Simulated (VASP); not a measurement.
# Ga2O3 (C2/m) in VASP: notebook

One crystal, Ga2O3, is run at these levels: PBE; tasks: single point.

All numbers are computed with VASP 6.6.1; they aren't measurements. Logs are shortened: lines on timing, memory, paths and dates and some standing lists are left out, and cuts for length are marked.

### Step 1. The structure

The structure is monoclinic, space group C2/m (No. 12). The conventional cell has a = 12.214 Å, b = 3.037 Å, c = 5.798 Å, α = 90.00°, β = 103.83°, γ = 90.00°. Ga (site symmetry m) has 6 O at 1.94 to 2.07 Å as nearest neighbours. Around Ga (site symmetry m) lie 4 O at 1.83 to 1.86 Å. O (site symmetry m) is surrounded by 3 Ga at 1.83 to 1.94 Å. O (site symmetry m) has 4 Ga at 1.86 to 2.07 Å as nearest neighbours. Around O (site symmetry m) lie 3 Ga at 1.83 to 1.94 Å.

### Step 2. Single point, PBE

File INCAR:

```
PREC = Accurate
ENCUT = 460
EDIFF = 0.01
ISMEAR = 0
SIGMA = 0.05
LREAL = False
LASPH = True
NELM = 100
ALGO = Normal
ISIF = 2
LWAVE = False
LCHARG = False
GGA = PE
NBANDS = 55
ADDGRID = False
```

File KPOINTS:

```
Automatic mesh
0
Gamma
  5 5 3
```

File POSCAR:

```
Ga2O3
1.0
    6.1070000000     -1.5185500000      0.0000000000
    6.1070000000      1.5185500000      0.0000000000
   -1.3859888959      0.0000000000      5.6300087380
Ga O
4 6
Direct
    0.3413400000      0.3413400000      0.6859800000
    0.6586600000      0.6586600000      0.3140200000
    0.9095000000      0.9095000000      0.2054000000
    0.0905000000      0.0905000000      0.7946000000
    0.5041000000      0.5041000000      0.7434000000
    0.4959000000      0.4959000000      0.2566000000
    0.8267000000      0.8267000000      0.4368000000
    0.1733000000      0.1733000000      0.5632000000
    0.8355000000      0.8355000000      0.8902000000
    0.1645000000      0.1645000000      0.1098000000
```

Potentials or basis: VASP PAW PBE potentials, release 64 (Ga_d, O).

The run is started by

```sh
$ cat potpaw_PBE.64/Ga_d/POTCAR potpaw_PBE.64/O/POTCAR > POTCAR
$ mpirun -np 1 vasp_std > vasp.out
```

OUTCAR:

```text
PREC = Accurate
   ENCUT = 460
   EDIFF = 0.01
   ISMEAR = 0
   LREAL = False
   LASPH = True
   NELM = 100
   ISIF = 2
   GGA = PE

 Found     24 irreducible k-points:

 Following reciprocal coordinates:
            Coordinates               Weight
  0.000000  0.000000  0.000000      1.000000
  0.200000 -0.000000 -0.000000      4.000000
  0.400000 -0.000000 -0.000000      4.000000
  0.200000  0.200000 -0.000000      2.000000
  0.400000  0.200000 -0.000000      4.000000
 -0.400000  0.200000  0.000000      4.000000
   k-points           NKPTS =     24   k-points in BZ     NKDIM =     24   number of bands    NBANDS=     55
   number of dos      NEDOS =    301   number of ions     NIONS =     10
   total plane-waves  NPLWV =  96768
   dimension x,y,z NGX =    48 NGY =   48 NGZ =   42
   dimension x,y,z NGXF=    96 NGYF=   96 NGZF=   84
   ions per type =               4   6
   NGX,Y,Z   is equivalent  to a cutoff of  12.68, 12.68, 12.04 a.u.
   NGXF,Y,Z  is equivalent  to a cutoff of  25.36, 25.36, 24.08 a.u.
 SYSTEM =  unknown system
   PREC   = accura    normal or accurate (medium, high low for compatibility)
   ISTART =      0    job   : 0-new  1-cont  2-samecut
   ICHARG =      2    charge: 1-file 2-atom 10-const
   ISPIN  =      1    spin polarized calculation?
   LNONCOLLINEAR =      F non collinear calculations
   LSORBIT =      F    spin-orbit coupling
   LASPH  =      T    aspherical Exc in radial PAW
   ENCUT  =  460.0 eV  33.81 Ry    5.81 a.u.  11.01 11.01 10.14*2*pi/ulx,y,z
   NELM   =    100;   NELMIN=  2; NELMDL= -5     # of ELM steps
   EDIFF  = 0.1E-01   stopping-criterion for ELM
   LREAL  =      F    real-space projection
   EDIFFG = 0.1E+00   stopping-criterion for IOM
   NSW    =      0    number of steps for IOM
   IBRION =     -1    ionic relax: 0-MD 1-quasi-New 2-CG
   NFREE  =      0    steps in history (QN), initial steepest desc. (CG)
   ISIF   =      2    stress and relaxation
   ISYM   =      2    0-nonsym 1-usesym 2-fastsym
   POTIM  = 0.5000    time-step for ionic-motion
   TEBEG  =    0.0;   TEEND  =   0.0 temperature during run
   PSTRESS=    0.0 pullay stress
   NELECT =      88.0000    total number of electrons
   NUPDOWN=      -1.0000    fix difference up-down
   EMIN   =  10.00;   EMAX   =-10.00  energy-range for DOS
   EFERMI =   0.00;   METHOD = LEGACY
   ISMEAR =     0;   SIGMA  =   0.05  broadening in eV -4-tet -1-fermi 0-gaus
   EFERMI_NEDOS =   21; number of points for ismear=-14 and -15
   IALGO  =     38    algorithm
   IMIX   =      4    mixing-type and parameters
     AMIX     =   0.40;   BMIX     =  1.00
     AMIX_MAG =   1.60;   BMIX_MAG =  1.00
  volume/ion in A,a.u.               =      10.44        70.47
  Fermi-wavevector in a.u.,A,eV,Ry     =   1.546335  2.922150 32.533613  2.391153
  Thomas-Fermi vector in A             =   2.651586
   LORBIT       =      0    0 simple, 1 ext, 2 COOP (PROOUT), +10 PAW based schemes
   GGA     = PE    functional components
   LHFCALC =     F    Hartree Fock is set to
   AEXX    =    0.0000 exact exchange contribution
   IVDW    =     0    specifies the selected vdW correction
   LEPSILON=     F    determine dielectric tensor
   LRPA    =     F    only Hartree local field effects (RPA)
 non-spin polarized calculation
 Gauss-broadening in eV      SIGMA  =   0.05
  energy-cutoff  :      460.00
  volume of cell :      104.42
 maximum number of plane-waves:      2353
 NGX is ok and might be reduce to    48
   NGX = 21   NGY = 21   NGZ = 21

 number of electron      88.0000029 magnetization

 Free energy of the ion-electron system (eV)
  ---------------------------------------------------
  ext. energy  EPLUGINS =         0.00000000
  ---------------------------------------------------
  free energy    TOTEN  =       -59.51727721 eV

  energy without entropy =      -59.51727721  energy(sigma->0) =      -59.51727721

 E-fermi :   4.1416     XC(G=0): -11.6506

 val. band max:        3.8913734350   @ k =   0.0000   0.0000   0.0000
 cond. band min:       6.3145951487   @ k =   0.0000   0.0000   0.0000
 fundamental gap:      2.4232217138
 Fermi energy:         4.1415933773

 k-point     1 :       0.0000    0.0000    0.0000
  band No.  band energies     occupation
      1     -15.0512      2.00000
      2     -13.8785      2.00000
      3     -13.8477      2.00000
      4     -13.7274      2.00000
      5     -13.2524      2.00000
      6     -13.2351      2.00000
[... 47 lines left out ...]
     54      16.3044      0.00000
     55      16.6920      0.00000

 k-point     2 :       0.2000   -0.0000   -0.0000
  band No.  band energies     occupation
      1     -14.7514      2.00000
      2     -13.8293      2.00000
      3     -13.7659      2.00000
      4     -13.5671      2.00000
      5     -13.2569      2.00000
      6     -13.2359      2.00000
[... 47 lines left out ...]
     54      14.9012      0.00000
     55      15.1954      0.00000

 k-point     3 :       0.4000   -0.0000   -0.0000
  band No.  band energies     occupation
      1     -14.0956      2.00000
      2     -13.7220      2.00000
      3     -13.6134      2.00000
      4     -13.5098      2.00000
      5     -13.2364      2.00000
      6     -13.2323      2.00000
[... 47 lines left out ...]
     54      15.3635      0.00000
     55      15.7030      0.00000

 k-point     4 :       0.2000    0.2000   -0.0000
  band No.  band energies     occupation
      1     -14.9779      2.00000
      2     -14.1016      2.00000
      3     -13.8706      2.00000
      4     -13.5647      2.00000
      5     -13.2584      2.00000
      6     -13.2346      2.00000
[... 47 lines left out ...]
     54      16.3113      0.00000
     55      16.7126      0.00000

 k-point     5 :       0.4000    0.2000   -0.0000
  band No.  band energies     occupation
      1     -14.6235      2.00000
      2     -14.0901      2.00000
      3     -13.7517      2.00000
      4     -13.4713      2.00000
      5     -13.2562      2.00000
      6     -13.2349      2.00000
[... 47 lines left out ...]
     54      15.0251      0.00000
     55      15.4602      0.00000

 k-point     6 :      -0.4000    0.2000    0.0000
  band No.  band energies     occupation
      1     -13.9889      2.00000
      2     -13.8467      2.00000
      3     -13.5803      2.00000
      4     -13.5386      2.00000
      5     -13.2323      2.00000
      6     -13.2305      2.00000
[... 47 lines left out ...]
     54      15.2056      0.00000
     55      15.7024      0.00000

 [... further k-points ...]

------------------------ aborting loop because EDIFF is reached ----------------------------------------

  FORCE on cell =-STRESS in cart. coord.  units (eV):
  Direction    XX          YY          ZZ          XY          YZ          ZX
  --------------------------------------------------------------------------------------
  -------------------------------------------------------------------------------------
  Total        6.1349595      6.8852248      6.0159881      0.0000000      0.0000000      0.1258894
  in kB       94.1295968    105.6410298     92.3042013      0.0000000      0.0000000      1.9315403
  external PRESSURE =      97.3582759 kB  Pullay stress =       0.0000000 kB

 VOLUME and BASIS-vectors are now :
 -----------------------------------------------------------------------------
  energy-cutoff  :      460.00
  volume of cell :      104.42
      direct lattice vectors                 reciprocal lattice vectors
     6.107000000 -1.518550000  0.000000000     0.081873260 -0.329261467  0.020155462
     6.107000000  1.518550000  0.000000000     0.081873260  0.329261467  0.020155462
    -1.385988896  0.000000000  5.630008738     0.000000000  0.000000000  0.177619618

 POSITION                                       TOTAL-FORCE (eV/Angst)
 -----------------------------------------------------------------------------------
      3.21837      0.00000      3.86207         0.033697      0.000000     -0.049518
      7.60965      0.00000      1.76794        -0.033697      0.000000      0.049518
     10.82395      0.00000      1.15640        -0.100360      0.000000     -0.075668
      0.00406      0.00000      4.47360         0.100360      0.000000      0.075668
      5.12673      0.00000      4.18535        -0.146730      0.000000     -0.053725
      5.70128      0.00000      1.44466         0.146730      0.000000      0.053725
      9.49191      0.00000      2.45919         0.031275      0.000000      0.039339
      1.33610      0.00000      3.17082        -0.031275      0.000000     -0.039339
      8.97099      0.00000      5.01183        -0.205558      0.000000      0.107992
      1.85702      0.00000      0.61817         0.205558      0.000000     -0.107992
 -----------------------------------------------------------------------------------
    total drift:                                0.000000      0.000000      0.000000

  FREE ENERGIE OF THE ION-ELECTRON SYSTEM (eV)
  ---------------------------------------------------
  free  energy   TOTEN  =       -59.5172772068 eV

  energy  without entropy=      -59.5172772068  energy(sigma->0) =      -59.51727721
```

It took 74 s on 1 thread of Intel Xeon 6975P-C (Granite Rapids), shared host; peak memory 0.31 GiB.

The run converged, but some of its settings lie outside the range that counts as converged, so its numbers aren't taken as properties of the crystal.

What came out:

- Free energy: -59.5173 eV
- Pressure: 9.7 GPa
- Largest force: 0.232 eV/Å
- Band gap on the k mesh: 2.42 eV, direct

Caveat: the k mesh is coarse (spacing up to 0.43 Å⁻¹), so the values aren't converged; the cutoff is under 1.25 times the usual one of these potentials, so pressure, stress and relaxed cells hold a basis-set (Pulay) error.

### Step 3. Single point, PBE

Edit INCAR of step 2 so:

```diff
@@ -2,3 +2,3 @@
 ENCUT = 460
-EDIFF = 0.01
+EDIFF = 1E-4
 ISMEAR = 0
```

KPOINTS is that of step 2.

POSCAR is that of step 2.

Potentials or basis: VASP PAW PBE potentials, release 64 (Ga_d, O).

The run is started by

```sh
$ cat potpaw_PBE.64/Ga_d/POTCAR potpaw_PBE.64/O/POTCAR > POTCAR
$ mpirun -np 1 vasp_std > vasp.out
```

It took 90 s on 1 thread of Intel Xeon 6975P-C (Granite Rapids), shared host; peak memory 0.32 GiB.

These settings aren't checked as converged: the numbers below hold their error.

What came out:

```
Free energy            : -59.5180 eV
Pressure               : 9.5 GPa
Largest force          : 0.244 eV/Å
Band gap on the k mesh : 2.44 eV, direct
```

Caveat: the k mesh is coarse (spacing up to 0.43 Å⁻¹), so the values aren't converged; the cutoff is under 1.25 times the usual one of these potentials, so pressure, stress and relaxed cells hold a basis-set (Pulay) error.

### Step 4. Single point, PBE

Edit INCAR of step 3 so:

```diff
@@ -2,3 +2,3 @@
 ENCUT = 460
-EDIFF = 1E-4
+EDIFF = 1E-6
 ISMEAR = 0
```

KPOINTS is that of step 3.

POSCAR is that of step 3.

The run is started by

```sh
$ cat potpaw_PBE.64/Ga_d/POTCAR potpaw_PBE.64/O/POTCAR > POTCAR
$ mpirun -np 1 vasp_std > vasp.out
```

Run time: 1.7 min. Hardware: 1 thread of Intel Xeon 6975P-C (Granite Rapids), shared host; peak memory 0.31 GiB.

These settings aren't checked as converged: the numbers below hold their error.

Results:

```
Free energy            : -59.5180 eV
Pressure               : 9.2 GPa
Largest force          : 0.244 eV/Å
Band gap on the k mesh : 2.44 eV, direct
```

Caveat: the k mesh is coarse (spacing up to 0.43 Å⁻¹), so the values aren't converged; the cutoff is under 1.25 times the usual one of these potentials, so pressure, stress and relaxed cells hold a basis-set (Pulay) error.

### Step 5. Single point, PBE

Edit INCAR of step 4 so:

```diff
@@ -2,3 +2,3 @@
 ENCUT = 460
-EDIFF = 1E-6
+EDIFF = 1E-7
 ISMEAR = 0
@@ -6,3 +6,3 @@
 LREAL = False
-LASPH = True
+LASPH = False
 NELM = 100
```

KPOINTS is that of step 4.

POSCAR is that of step 4.

The run is started by

```sh
$ cat potpaw_PBE.64/Ga_d/POTCAR potpaw_PBE.64/O/POTCAR > POTCAR
$ mpirun -np 1 vasp_std > vasp.out
```

It took 1.9 min on 1 thread of Intel Xeon 6975P-C (Granite Rapids), shared host; peak memory 0.32 GiB.

The run converged, but some of its settings lie outside the range that counts as converged, so its numbers aren't taken as properties of the crystal.

Results:

| Property | Result |
| --- | --- |
| Free energy | -59.4998 eV |
| Pressure | 9.2 GPa |
| Largest force | 0.249 eV/Å |
| Band gap on the k mesh | 2.43 eV, direct |

Caveat: the k mesh is coarse (spacing up to 0.43 Å⁻¹), so the values aren't converged; the cutoff is under 1.25 times the usual one of these potentials, so pressure, stress and relaxed cells hold a basis-set (Pulay) error.
